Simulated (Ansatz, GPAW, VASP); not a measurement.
## InP: programs and potentials compared

```
In P
1.0
     0.00000    2.93050    2.93050
     2.93050    0.00000    2.93050
     2.93050    2.93050    0.00000
In P
1 1
Cartesian
  0.0000 0.0000 0.0000
  4.3957 4.3957 4.3957
```

Alike in all runs: task single point; functional PBE; k mesh 8 × 8 × 8; occupations gaussian, width 0.014 eV; no spin polarisation; no spin-orbit coupling. Pressure is positive in compression and, in plane waves, holds the error of the finite cutoff.

```tsv
program and potentials	plane-wave cutoff (eV)	notes	band gap (eV)	pressure (GPa)
Ansatz, all-electron LAPW, scalar-relativistic	-	-	?	?
VASP, PBE PAW files In_d, P, 520 eV	520	-	0.71	3.27
GPAW, GPAW PAW data sets (gpaw-data 1.2.1)	600	-	0.71	3.04
```

Q: Estimate from the other rows what the run with Ansatz, all-electron LAPW, scalar-relativistic gave.

A: Band gap 0.71 eV; pressure 3.34 GPa. The other rows, which needn't bracket it: band gap 0.71; pressure 3.04 to 3.27.
